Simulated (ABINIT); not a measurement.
# SiC (F-43m): G0W0 in ABINIT against the bands in the self-energy

How does the gap of SiC (F-43m) converge in the bands in the self-energy?

Calculated with ABINIT 10.8.3; PBE and many-body steps on it, plane waves.

### 1. Set-up

It takes space group F-43m (No. 216, cubic). Conventional cell: a = 4.358 Å, b = 4.358 Å, c = 4.358 Å, α = 90.00°, β = 90.00°, γ = 90.00°. Si has 4 C at 1.89 Å nearest. Nearest to C lie 4 Si at 1.89 Å. Farther neighbours are not listed.

Structure file:

```cif
data_structure
_symmetry_space_group_name_H-M 'F-43m'
_symmetry_Int_Tables_number 216
_cell_length_a 4.3580
_cell_length_b 4.3580
_cell_length_c 4.3580
_cell_angle_alpha 90.000
_cell_angle_beta 90.000
_cell_angle_gamma 90.000
_cell_volume 82.77
loop_
_atom_site_label
_atom_site_type_symbol
_atom_site_symmetry_multiplicity
_atom_site_Wyckoff_symbol
_atom_site_fract_x
_atom_site_fract_y
_atom_site_fract_z
_atom_site_occupancy
Si1 Si 4 a 0.00000 0.00000 0.00000 1
C1 C 4 d 0.25000 0.25000 0.75000 1
```

The cell and positions come from the Crystallography Open Database and are kept as given unless a step says otherwise.

### 2. Screening, 6×6×6 mesh, 379 bands, screening to 435.4 eV

This step: ABINIT 10.8.3; RPA screening on PBE, plane waves, norm-conserving pseudopotentials.

The RPA dielectric matrix is built and inverted for each q.

File run.abi:

```
acell 3*1.0 Angstrom
rprim 
  -0.000000000000 2.179000000000 2.179000000000
  2.179000000000 0.000000000000 2.179000000000
  2.179000000000 2.179000000000 -0.000000000000
ntypat 2
znucl 14 6
natom 2
typat 1 2
xred 
  0.000000000000 0.000000000000 0.000000000000
  0.250000000000 0.250000000000 0.250000000000
pp_dirpath "pseudos"
pseudos "Si.upf, C.upf"
ecut 37
ngkpt 6 6 6
nshiftk 1
shiftk 0 0 0
kptopt 1
chksymbreak 0
istwfk *1
occopt 1
irdwfk 1
optdriver 3
nband 379
ecuteps 16
inclvkb 2
awtr 1
symchi 1
indata_prefix "in"
outdata_prefix "out"
tmpdata_prefix "tmp"
```

Started as:

```
OMP_NUM_THREADS=1 mpirun -n 4 abinit run.abi > log
```

Log:

```text
.Version 10.8.3 of ABINIT. v10.8.2 released Aug 2026.

 Symmetries : space group F-4 3 m (#216); Bravais cF (face-center cubic)
[... echo of the input left out ...]
== DATASET  1 ==================================================================
-   mpi_nproc: 4, omp_nthreads: 1 (-1 if OMP is not activated)

--- !DatasetInfo
iteration_state: {dtset: 1, }
dimensions: {natom: 2, nkpt: 16, mband: 379, nsppol: 1, nspinor: 1, nspden: 1, mpw: 1524, }
cutoff_energies: {ecut:  37.0, pawecutdg:  -1.0, }
electrons: {nelect:   8.00000000E+00, charge:   0.00000000E+00, occopt:   1.00000000E+00, tsmear:   1.00000000E-02, }

 SCREENING: Calculation of the susceptibility and dielectric matrices

 Based on a program developped by R.W. Godby, V. Olevano, G. Onida, and L. Reining.
 Incorporated in ABINIT by V. Olevano, G.-M. Rignanese, and M. Torrent.
.Using double precision arithmetic ; gwpc =  8

[... cell and pseudopotentials left out ...]
--------------------------------------------------------------------------------

 ==== K-mesh for the wavefunctions ====
 Number of points in the irreducible wedge :    16
[... list of points left out ...]
 Together with 24 symmetry operations and time-reversal symmetry
 yields   216 points in the full Brillouin Zone.

 ==== Q-mesh for the screening function ====
 Number of points in the irreducible wedge :    16
[... list of points left out ...]
 Together with 24 symmetry operations and time-reversal symmetry
 yields   216 points in the full Brillouin Zone.

 setmesh: FFT mesh size selected  =    25x   25x   25
          total number of points  =        15625

 vcoul_init : cutoff-mode = AUXILIARY_FUNCTION
 q-points for optical limit:   1
     1)      0.000010    0.000020    0.000030

- screening: taking advantage of time-reversal symmetry
- Maximum band index for partially occupied states nbvw = 4
- Remaining bands to be divided among processors   nbcw = 375
- Number of bands treated by each node ~93

 Number of electrons calculated from density =    8.0000; Expected =    8.0000
 average of density, n =  0.057292
 r_s =    1.6092
 omega_plasma =   23.0888 [eV]

 calculating chi0 at frequencies [eV] :
  1    0.000000E+00    0.000000E+00
  2    0.000000E+00    2.308880E+01

--------------------------------------------------------------------------------
  q-point number  1        q = ( 0.000000, 0.000000, 0.000000) [r.l.u.]
--------------------------------------------------------------------------------
[... chi0 elements left out ...]
 For q-point:  0.000010 0.000020 0.000030
  dielectric constant =   7.0819
  dielectric constant without local fields =   7.7436

  Average fulfillment of the sum rule on Im[epsilon] for q-point    1 :     98.05  [%]
[... wings left out ...]
  q-point number  2        q = ( 0.166667, 0.000000, 0.000000) [r.l.u.]
--------------------------------------------------------------------------------
[... chi0 elements left out ...]
  Average fulfillment of the sum rule on Im[epsilon] for q-point    2 :     98.32  [%]

 [... 14 further q-points ...]
```

Run time: 5.5 min. Hardware: 4 MPI ranks of Intel Xeon 6975P-C (Granite Rapids), shared host; peak memory 2.4 GiB.

This step gave:

```yaml
eps_infinity_with_local_fields_on_this_mesh_along_the_program_s_q_direction: 7.082
the_same_without_local_fields: 7.744
plasma_frequency: 23.09 eV
plane_waves_in_the_screening_matrix: 411
```

Local fields lower ε∞ by 9 %.

### 3. 12 bands

This step: G0W0 on PBE, plane waves, norm-conserving pseudopotentials.

Edit run.abi of step 2 so:

```diff
@@ -23,8 +23,17 @@
 irdwfk 1
-optdriver 3
-nband 379
+optdriver 4
+nband 12
+gwcalctyp 0
+ecutsigx 37
+symsigma 1
+nkptgw 2
+kptgw 
+  0.0000000000 0.0000000000 0.0000000000
+  0.5000000000 0.5000000000 0.0000000000
+bdgw 
+  2 8
+  3 6
 ecuteps 16
-inclvkb 2
-awtr 1
-symchi 1
+irdscr 1
+ppmodel 1
 indata_prefix "in"
```

Log:

```text
.Version 10.8.3 of ABINIT. v10.8.2 released Aug 2026.

 Symmetries : space group F-4 3 m (#216); Bravais cF (face-center cubic)
[... echo of the input left out ...]
== DATASET  1 ==================================================================
-   mpi_nproc: 4, omp_nthreads: 1 (-1 if OMP is not activated)

--- !DatasetInfo
iteration_state: {dtset: 1, }
dimensions: {natom: 2, nkpt: 16, mband: 12, nsppol: 1, nspinor: 1, nspden: 1, mpw: 1524, }
cutoff_energies: {ecut:  37.0, pawecutdg:  -1.0, }
electrons: {nelect:   8.00000000E+00, charge:   0.00000000E+00, occopt:   1.00000000E+00, tsmear:   1.00000000E-02, }

 SIGMA: Calculation of the GW corrections

 Based on a program developped by R.W. Godby, V. Olevano, G. Onida, and L. Reining.
 Incorporated in ABINIT by V. Olevano, G.-M. Rignanese, and M. Torrent.
.Using double precision arithmetic ; gwpc =  8

[... cell and pseudopotentials left out ...]
--------------------------------------------------------------------------------

 ==== K-mesh for the wavefunctions ====
 Number of points in the irreducible wedge :    16
[... list of points left out ...]
 Together with 24 symmetry operations and time-reversal symmetry
 yields   216 points in the full Brillouin Zone.

 ==== Q-mesh for screening function ====
 Number of points in the irreducible wedge :    16
[... list of points left out ...]
 Together with 24 symmetry operations and time-reversal symmetry
 yields   216 points in the full Brillouin Zone.

 vcoul_init : cutoff-mode = AUXILIARY_FUNCTION
 q-points for optical limit:   1
     1)      0.000010    0.000020    0.000030
 setmesh: FFT mesh size selected  =    32x   32x   32
          total number of points  =        32768

 Number of electrons calculated from density =    8.0000; Expected =    8.0000
 average of density, n =  0.057292
 r_s =    1.6092
 omega_plasma =   23.0888 [eV]

 === KS Band Gaps ===
  >>>> For spin  1
   Minimum direct gap =   4.5530 [eV], located at k-point      :   0.5000  0.5000  0.0000
   Fundamental gap    =   1.3613 [eV], Top of valence bands at :   0.0000  0.0000  0.0000
                                       Bottom of conduction at :   0.5000  0.5000  0.0000
 SIGMA fundamental parameters:
 PLASMON POLE MODEL  1
 number of plane-waves for SigmaX                 1459
 number of plane-waves for SigmaC and W            411
 number of plane-waves for wavefunctions          1459
 number of bands                                    12
 number of independent spin polarizations            1
 number of spinorial components                      1
 number of k-points in IBZ                          16
 number of q-points in IBZ                          16
 number of symmetry operations                      24
 number of k-points in BZ                          216
 number of q-points in BZ                          216
 number of frequencies for dSigma/dE                 9
 frequency step for dSigma/dE [eV]                0.25
 number of omega for Sigma on real axis              0
 max omega for Sigma on real axis  [eV]           0.00
 zcut for avoiding poles [eV]                     0.10

 EPSILON^-1 parameters (SCR file):
 dimension of the eps^-1 matrix on file            411
 dimension of the eps^-1 matrix used               411
 number of plane-waves for wavefunctions          1459
 number of bands                                   379
 number of q-points in IBZ                          16
 number of frequencies                               2
 number of real frequencies                          1
 number of imag frequencies                          1

 matrix elements of self-energy operator (all in [eV])

 Perturbative Calculation

--- !SelfEnergy_ee
iteration_state: {dtset: 1, }
kpoint     : [   0.000,    0.000,    0.000, ]
spin       : 1
KS_gap     :    6.223
QP_gap     :    7.062
Delta_QP_KS:    0.839
data: !SigmaeeData |
     Band     E0 <VxcDFT>   SigX SigC(E0)      Z dSigC/dE  Sig(E)    E-E0       E
        2   6.835 -14.930 -17.579   3.273   0.804  -0.244 -14.429   0.501   7.336
        3   6.835 -14.930 -17.579   3.273   0.804  -0.244 -14.429   0.501   7.336
        4   6.835 -14.930 -17.579   3.273   0.804  -0.244 -14.429   0.501   7.336
        5  13.058 -13.213  -7.543  -4.000   0.802  -0.246 -11.873   1.340  14.398
        6  14.146 -11.327  -5.827  -3.814   0.820  -0.220  -9.944   1.382  15.529
        7  14.146 -11.327  -5.827  -3.814   0.820  -0.220  -9.944   1.382  15.529
        8  14.146 -11.327  -5.827  -3.814   0.820  -0.220  -9.944   1.382  15.529

--- !SelfEnergy_ee
iteration_state: {dtset: 1, }
kpoint     : [   0.500,    0.500,    0.000, ]
spin       : 1
KS_gap     :    4.553
QP_gap     :    5.510
Delta_QP_KS:    0.957
data: !SigmaeeData |
     Band     E0 <VxcDFT>   SigX SigC(E0)      Z dSigC/dE  Sig(E)    E-E0       E
        3   3.643 -13.567 -17.441   3.801   0.791  -0.264 -13.624  -0.057   3.587
        4   3.643 -13.567 -17.441   3.801   0.791  -0.264 -13.624  -0.057   3.587
        5   8.196 -10.505  -6.372  -3.048   0.829  -0.206  -9.605   0.900   9.096
        6  11.168 -10.770  -5.961  -3.332   0.834  -0.199  -9.538   1.232  12.400

== END DATASET(S) ==============================================================
================================================================================

 -outvars: echo values of variables after computation  --------
           etotal      0.0000000000E+00
            nband          12
             nkpt          16
          spgroup         216
 [... the other variables as echoed above ...]

 Calculation completed.
```

It took 9.8 s on 4 MPI ranks; peak memory 1.1 GiB; 38 s of CPU time.

Numbers from this step:

```
G0W0 gap on the points computed              : 1.760 eV
starting gap on the mesh                     : 1.361 eV
k of the valence top                         : 0, 0, 0
k of the conduction bottom                   : 0.5, 0.5, 0
Z at the valence top                         : 0.804
Z at the conduction bottom                   : 0.829
least direct G0W0 gap on the computed points : 5.509 eV
```

### 4. 15 bands

Edit run.abi of step 3 so:

```diff
@@ -24,3 +24,3 @@
 optdriver 4
-nband 12
+nband 15
 gwcalctyp 0
```

Log:

```text
.Version 10.8.3 of ABINIT. v10.8.2 released Aug 2026.

 Symmetries : space group F-4 3 m (#216); Bravais cF (face-center cubic)
[... echo of the input left out ...]
== DATASET  1 ==================================================================
-   mpi_nproc: 4, omp_nthreads: 1 (-1 if OMP is not activated)

--- !DatasetInfo
iteration_state: {dtset: 1, }
dimensions: {natom: 2, nkpt: 16, mband: 15, nsppol: 1, nspinor: 1, nspden: 1, mpw: 1524, }
cutoff_energies: {ecut:  37.0, pawecutdg:  -1.0, }
electrons: {nelect:   8.00000000E+00, charge:   0.00000000E+00, occopt:   1.00000000E+00, tsmear:   1.00000000E-02, }

 SIGMA: Calculation of the GW corrections

 Based on a program developped by R.W. Godby, V. Olevano, G. Onida, and L. Reining.
 Incorporated in ABINIT by V. Olevano, G.-M. Rignanese, and M. Torrent.
.Using double precision arithmetic ; gwpc =  8

[... cell and pseudopotentials left out ...]
--------------------------------------------------------------------------------

 ==== K-mesh for the wavefunctions ====
 Number of points in the irreducible wedge :    16
[... list of points left out ...]
 Together with 24 symmetry operations and time-reversal symmetry
 yields   216 points in the full Brillouin Zone.

 ==== Q-mesh for screening function ====
 Number of points in the irreducible wedge :    16
[... list of points left out ...]
 Together with 24 symmetry operations and time-reversal symmetry
 yields   216 points in the full Brillouin Zone.

 vcoul_init : cutoff-mode = AUXILIARY_FUNCTION
 q-points for optical limit:   1
     1)      0.000010    0.000020    0.000030
 setmesh: FFT mesh size selected  =    32x   32x   32
          total number of points  =        32768

 Number of electrons calculated from density =    8.0000; Expected =    8.0000
[...]
number of omega for Sigma on real axis              0
 max omega for Sigma on real axis  [eV]           0.00
 zcut for avoiding poles [eV]                     0.10

 EPSILON^-1 parameters (SCR file):
 dimension of the eps^-1 matrix on file            411
 dimension of the eps^-1 matrix used               411
 number of plane-waves for wavefunctions          1459
 number of bands                                   379
 number of q-points in IBZ                          16
 number of frequencies                               2
 number of real frequencies                          1
 number of imag frequencies                          1

 matrix elements of self-energy operator (all in [eV])

 Perturbative Calculation

--- !SelfEnergy_ee
iteration_state: {dtset: 1, }
kpoint     : [   0.000,    0.000,    0.000, ]
spin       : 1
KS_gap     :    6.223
QP_gap     :    7.010
Delta_QP_KS:    0.786
data: !SigmaeeData |
     Band     E0 <VxcDFT>   SigX SigC(E0)      Z dSigC/dE  Sig(E)    E-E0       E
        2   6.835 -14.930 -17.579   2.977   0.800  -0.250 -14.667   0.262   7.097
        3   6.835 -14.930 -17.579   2.977   0.800  -0.250 -14.667   0.262   7.097
        4   6.835 -14.930 -17.579   2.977   0.800  -0.250 -14.667   0.262   7.097
[...]
--- !SelfEnergy_ee
iteration_state: {dtset: 1, }
kpoint     : [   0.500,    0.500,    0.000, ]
spin       : 1
KS_gap     :    4.553
QP_gap     :    5.501
Delta_QP_KS:    0.949
data: !SigmaeeData |
     Band     E0 <VxcDFT>   SigX SigC(E0)      Z dSigC/dE  Sig(E)    E-E0       E
[...]
5   8.196 -10.505  -6.372  -3.277   0.826  -0.211  -9.798   0.707   8.903
        6  11.168 -10.770  -5.961  -3.627   0.830  -0.205  -9.789   0.980  12.149

== END DATASET(S) ==============================================================
================================================================================

 -outvars: echo values of variables after computation  --------
           etotal      0.0000000000E+00
            nband          15
             nkpt          16
          spgroup         216
 [... the other variables as echoed above ...]

 Calculation completed.
```

Elapsed: 11 s, on 4 MPI ranks; peak memory 1.1 GiB; 42 s of CPU time.

Numbers from this step:

```
G0W0 gap on the points computed              : 1.806 eV
starting gap on the mesh                     : 1.361 eV
k of the valence top                         : 0, 0, 0
k of the conduction bottom                   : 0.5, 0.5, 0
Z at the valence top                         : 0.8
Z at the conduction bottom                   : 0.826
least direct G0W0 gap on the computed points : 5.501 eV
```

### 5. 37 bands

Edit run.abi of step 4 so:

```diff
@@ -24,3 +24,3 @@
 optdriver 4
-nband 15
+nband 37
 gwcalctyp 0
```

Log:

```text
.Version 10.8.3 of ABINIT. v10.8.2 released Aug 2026.

 Symmetries : space group F-4 3 m (#216); Bravais cF (face-center cubic)
[... echo of the input left out ...]
== DATASET  1 ==================================================================
-   mpi_nproc: 4, omp_nthreads: 1 (-1 if OMP is not activated)

--- !DatasetInfo
iteration_state: {dtset: 1, }
dimensions: {natom: 2, nkpt: 16, mband: 37, nsppol: 1, nspinor: 1, nspden: 1, mpw: 1524, }
cutoff_energies: {ecut:  37.0, pawecutdg:  -1.0, }
electrons: {nelect:   8.00000000E+00, charge:   0.00000000E+00, occopt:   1.00000000E+00, tsmear:   1.00000000E-02, }

 SIGMA: Calculation of the GW corrections

 Based on a program developped by R.W. Godby, V. Olevano, G. Onida, and L. Reining.
 Incorporated in ABINIT by V. Olevano, G.-M. Rignanese, and M. Torrent.
.Using double precision arithmetic ; gwpc =  8

[... cell and pseudopotentials left out ...]
--------------------------------------------------------------------------------

 ==== K-mesh for the wavefunctions ====
 Number of points in the irreducible wedge :    16
[... list of points left out ...]
 Together with 24 symmetry operations and time-reversal symmetry
 yields   216 points in the full Brillouin Zone.

 ==== Q-mesh for screening function ====
 Number of points in the irreducible wedge :    16
[... list of points left out ...]
 Together with 24 symmetry operations and time-reversal symmetry
 yields   216 points in the full Brillouin Zone.

 vcoul_init : cutoff-mode = AUXILIARY_FUNCTION
 q-points for optical limit:   1
     1)      0.000010    0.000020    0.000030
 setmesh: FFT mesh size selected  =    32x   32x   32
          total number of points  =        32768

 Number of electrons calculated from density =    8.0000; Expected =    8.0000
[...]
number of omega for Sigma on real axis              0
 max omega for Sigma on real axis  [eV]           0.00
 zcut for avoiding poles [eV]                     0.10

 EPSILON^-1 parameters (SCR file):
 dimension of the eps^-1 matrix on file            411
 dimension of the eps^-1 matrix used               411
 number of plane-waves for wavefunctions          1459
 number of bands                                   379
 number of q-points in IBZ                          16
 number of frequencies                               2
 number of real frequencies                          1
 number of imag frequencies                          1

 matrix elements of self-energy operator (all in [eV])

 Perturbative Calculation

--- !SelfEnergy_ee
iteration_state: {dtset: 1, }
kpoint     : [   0.000,    0.000,    0.000, ]
spin       : 1
KS_gap     :    6.223
QP_gap     :    7.090
Delta_QP_KS:    0.866
data: !SigmaeeData |
     Band     E0 <VxcDFT>   SigX SigC(E0)      Z dSigC/dE  Sig(E)    E-E0       E
        2   6.835 -14.930 -17.579   2.225   0.794  -0.260 -15.267  -0.337   6.498
        3   6.835 -14.930 -17.579   2.225   0.794  -0.260 -15.267  -0.337   6.498
        4   6.835 -14.930 -17.579   2.225   0.794  -0.260 -15.267  -0.337   6.498
[...]
--- !SelfEnergy_ee
iteration_state: {dtset: 1, }
kpoint     : [   0.500,    0.500,    0.000, ]
spin       : 1
KS_gap     :    4.553
QP_gap     :    5.536
Delta_QP_KS:    0.983
data: !SigmaeeData |
     Band     E0 <VxcDFT>   SigX SigC(E0)      Z dSigC/dE  Sig(E)    E-E0       E
[...]
5   8.196 -10.505  -6.372  -3.793   0.821  -0.218 -10.226   0.279   8.475
        6  11.168 -10.770  -5.961  -4.233   0.823  -0.215 -10.296   0.474  11.642

== END DATASET(S) ==============================================================
================================================================================

 -outvars: echo values of variables after computation  --------
           etotal      0.0000000000E+00
            nband          37
             nkpt          16
          spgroup         216
 [... the other variables as echoed above ...]

 Calculation completed.
```

It took 21 s on 4 MPI ranks; peak memory 1.2 GiB.

Numbers from this step:

| Quantity | Value |
| --- | --- |
| G0W0 gap on the points computed | 1.977 eV |
| starting gap on the mesh | 1.361 eV |
| k of the valence top | 0, 0, 0 |
| k of the conduction bottom | 0.5, 0.5, 0 |
| Z at the valence top | 0.794 |
| Z at the conduction bottom | 0.821 |
| least direct G0W0 gap on the computed points | 5.536 eV |

(Continued in part 2 of 2.)

[Paths, hosts, dates, memory and timing lines, banners, echoed tables and standing remarks are left out of the program output.]

[Logs are printed without paths, hosts, clocks, repeated set-up lines and the standing remarks that a program may print on its own settings, such as how far it seeks lower states.]

[Runs of the session that timed out or met a known fault of the program may be left out.]

[Hosts, paths, dates, database ids (printed as entryN), source tags and the programs' standing remarks are cut or masked in the printed files.]

[G0W0 gaps are taken among the corrected bands and points alone; a level outside them can change the order at an edge.]

[Where Ansatz stands beside ABINIT at settings called matched, ABINIT's density can come from a denser mesh and the files from another edition; pairs whose starting gaps differed by over 0.03 eV were left out, so agreement reads better than it is.]
